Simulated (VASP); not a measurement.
A run of VASP 6.6.1 is set up as follows.

File INCAR:

```
SYSTEM = AlP
PREC = Accurate
ENCUT = 500
EDIFF = 1E-6
ISMEAR = 0
SIGMA = 0.01
LREAL = .FALSE.
LASPH = .TRUE.
NELM = 120
ALGO = Normal
ISIF = 2
LWAVE = .FALSE.
LCHARG = .FALSE.
NBANDS = 11
GGA_COMPAT = .FALSE.
```

KPOINTS

```
regular mesh
0
G
  8 8 8
  0 0 0
```

File POSCAR:

```
AlP
1.0
    0.0000000000      2.7392607961      2.7392607961
    2.7392607961      0.0000000000      2.7392607961
    2.7392607961      2.7392607961      0.0000000000
Al P
1 1
Direct
    0.0000000000      0.0000000000      0.0000000000
    0.2500000000      0.2500000000      0.2500000000
```

Potentials or basis: VASP PAW LDA potentials, release 64 (Al, P).

Launch:

```console
$ cat potpaw_LDA.64/Al/POTCAR potpaw_LDA.64/P/POTCAR > POTCAR
$ mpirun -np 1 vasp_std > vasp.out
```

Estimate the pressure.

-2.1 GPa.

What does it give for the band gap on the k mesh?

1.46 eV, indirect (least direct gap 3.03 eV).

**Experimental background.**

From a printed reference work, data compilation, for a bulk crystal of AlP at 4.2 K: band gap 2.505 eV (indirect).

Against the measured gap of AlP, 2.505 eV (indirect; 4.2 K; a printed reference work, data compilation), the calculated 1.46 eV is off by -1.04 eV. The value is that of LDA on a finite k mesh, which can miss the band edges, without temperature or zero-point motion. Semilocal functionals fall short of measured gaps as a rule.
